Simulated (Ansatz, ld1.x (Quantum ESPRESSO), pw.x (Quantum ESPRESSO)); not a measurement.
**From atom to crystal: TM potential for carbon (C)**

```
Element                 : C (Z = 6)
Generator               : ld1.x (Quantum ESPRESSO) 7.5
Type                    : norm-conserving Troullier–Martins (Kleinman–Bylander form)
Functional              : LDA (PW92)
Relativity              : scalar-relativistic
Frozen core             : [He]
Valence charge          : 4
Reference configuration : 2s2 2p2
Partial waves           : 2s (bound): rc 1.20 bohr; 2p (bound): rc 2.00 bohr
Local potential         : all-electron potential smoothed inside 1.75 bohr (lloc = -2)
Core correction         : none
```

Atomic tests: cutoffs needed: 35 Ry and 90 Ry (the cutoffs (Ry, on a coarse ladder) from which the occupation-weighted sum of valence levels, in a spherical-Bessel basis at the reference potential, stays within 10 and 1 mRy of its value at 400 Ry); ghost test: no extra level below or beside the all-electron valence levels (s, p, d, f tested) (spherical-Bessel basis up to 400 Ry, 20 bohr box); largest excitation error: +1811 meV (all-electron minus pseudo) for 2s1 2p0, out of 7 test configurations.

Crystal test: fcc C in pw.x 7.5, no spin, 18³ k-points, Fermi–Dirac smearing 0.01 Ry, cutoffs 110/440 Ry. The reference is all-electron LAPW (Ansatz 0.2.0) with the same functional, mesh and smearing; V0 and B0 come from Birch–Murnaghan fits to the pressures at five volumes. Errors are pseudo minus all-electron; Δ is the rms difference of the E(V) curves that follow from these fits, minima aligned, over ±6 % about the mean V0. Mesh and smearing are coarse, so the numbers serve the comparison and aren't converged zero-temperature values; the lattice is a test structure that the element need not adopt.

All-electron: a0 = 3.017 Å (V0 = 6.86 Å³/atom), B0 = 179.7 GPa.

Question: How far does the potential miss the all-electron equation of state?

Answer: mean pressure error (GPa): +2.76; a0 (Å): 3.033; a0 error (%): +0.54; B0 error (%): +5.3; Δ (meV/atom): 4.6. This is a poor potential for the solid.

```json
{"V (Å³/atom)": "6.669", "P all-electron (GPa)": "5.47", "P pseudo (GPa)": "9.26"}
{"V (Å³/atom)": "6.845", "P all-electron (GPa)": "0.53", "P pseudo (GPa)": "3.73"}
{"V (Å³/atom)": "7.020", "P all-electron (GPa)": "-3.87", "P pseudo (GPa)": "-1.18"}
{"V (Å³/atom)": "7.196", "P all-electron (GPa)": "-7.78", "P pseudo (GPa)": "-5.54"}
{"V (Å³/atom)": "7.371", "P all-electron (GPa)": "-11.27", "P pseudo (GPa)": "-9.40"}
```

Question: At the middle volume, how do free energy and pressure move when the wave cutoff is lowered (ecutrho kept at four times it)?

Answer:

```tsv
cutoff (Ry)	shift of F (meV/atom)	shift of P (GPa)
50	+56.3	+0.30
66	+35.3	-1.30
88	+6.0	-0.85
```

Input at the middle volume:

```
&control
  calculation='scf', prefix='x', pseudo_dir='./', outdir='./tmp', tstress=.true., disk_io='none'
/
&system
  ibrav=0, nat=1, ntyp=1, ecutwfc=110, ecutrho=440, nbnd=9,
  occupations='smearing', smearing='fd', degauss=0.01
/
&electrons
  conv_thr=1e-09, mixing_beta=0.4, electron_maxstep=70
/
ATOMIC_SPECIES
C 1.0 C.UPF
CELL_PARAMETERS angstrom
  0.00000000 1.51973911 1.51973911
  1.51973911 0.00000000 1.51973911
  1.51973911 1.51973911 0.00000000
ATOMIC_POSITIONS crystal
C 0.0000 0.0000 0.0000
K_POINTS automatic
18 18 18 0 0 0
```

```bash
pw.x < C.scf.in > C.scf.out
```

Lines of the output:

```
Message from routine setup:
     using ibrav=0 with symmetry is DISCOURAGED, use correct ibrav instead
     lattice parameter (alat)  =       4.0615  a.u.
     unit-cell volume          =      47.3733 (a.u.)^3
     number of electrons       =         4.00
     number of Kohn-Sham states=            9
     kinetic-energy cutoff     =     110.0000  Ry
     charge density cutoff     =     440.0000  Ry
     scf convergence threshold =      1.0E-09
     Exchange-correlation= PW
     number of k points=   195  Fermi-Dirac smearing, width (Ry)=  0.0100
     iteration #  1     ecut=   110.00 Ry     beta= 0.40
     total energy              =     -11.06413821 Ry
     estimated scf accuracy    <       0.00089375 Ry
     iteration #  2     ecut=   110.00 Ry     beta= 0.40
     total energy              =     -11.06417781 Ry
     estimated scf accuracy    <       0.00027048 Ry
     iteration #  3     ecut=   110.00 Ry     beta= 0.40
     total energy              =     -11.06419186 Ry
     estimated scf accuracy    <       0.00000514 Ry
     iteration #  4     ecut=   110.00 Ry     beta= 0.40
     total energy              =     -11.06419232 Ry
     estimated scf accuracy    <       0.00000008 Ry
     iteration #  5     ecut=   110.00 Ry     beta= 0.40
     total energy              =     -11.06419231 Ry
     estimated scf accuracy    <       0.00000009 Ry
     iteration #  6     ecut=   110.00 Ry     beta= 0.40
     total energy              =     -11.06419230 Ry
     estimated scf accuracy    <       0.00000004 Ry
     iteration #  7     ecut=   110.00 Ry     beta= 0.40
     the Fermi energy is    10.9567 ev
!    total energy              =     -11.06419230 Ry
     estimated scf accuracy    <          6.4E-10 Ry
     smearing contrib. (-TS)   =      -0.00170755 Ry
     The total energy is F=E-TS. E is the sum of the following terms:
     one-electron contribution =       4.53246125 Ry
     hartree contribution      =       0.37623596 Ry
     xc contribution           =      -3.19949235 Ry
     ewald contribution        =     -12.77168961 Ry
     convergence has been achieved in   7 iterations
          total   stress  (Ry/bohr**3)                   (kbar)     P=      -11.77
     Message from routine punch:
     Nothing written, as per user request (disk_io='none')
```

The run at the middle volume (195 k-points, 7 iterations) took about 17 s on one core of a shared host (Neoverse-V2, 96 threads, 742 GiB, load 71).
